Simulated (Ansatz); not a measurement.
The system is Os.

```xyz
1
Lattice="0.0000 1.9450 1.9450 1.9450 0.0000 1.9450 1.9450 1.9450 0.0000" Properties=species:S:1:pos:R:3 pbc="T T T"
Os    0.0000    0.0000    0.0000
```

This isn't the form of Os at room conditions, which is hcp.

* Program: Ansatz 0.2.0
* Task: single point
* Functional: PBE
* Potentials or basis: Ansatz PAW
* Cutoff: 420 eV (not typed: the program's choice for these potentials)
* k mesh: 12 × 12 × 12
* Occupations: fermi-dirac, width 0.05 eV
* Spin: no spin polarisation

On this cell: pressure -10.0 GPa; band gap on the k mesh none (metal or under the smearing width).

The same run follows on a disturbed copy (cell strained at random at fixed volume):

```
Os
1.0
     0.03202    1.94743    1.94431
     1.93066    0.01867    1.95766
     1.95368    1.98379   -0.00434
Os
1
Direct
  0.98977 0.99974 0.99869
```

Problem. What does the disturbed cell give?

Solution. The energy (extrapolated to zero smearing) moves by +15.4 meV/atom; pressure -9.6 GPa; band gap on the k mesh none (metal or under the smearing width).

Stress tensor (GPa, compression positive):
```
 -6.33  -9.06  -1.47
 -9.06 -11.22   2.67
 -1.47   2.67 -11.26
```
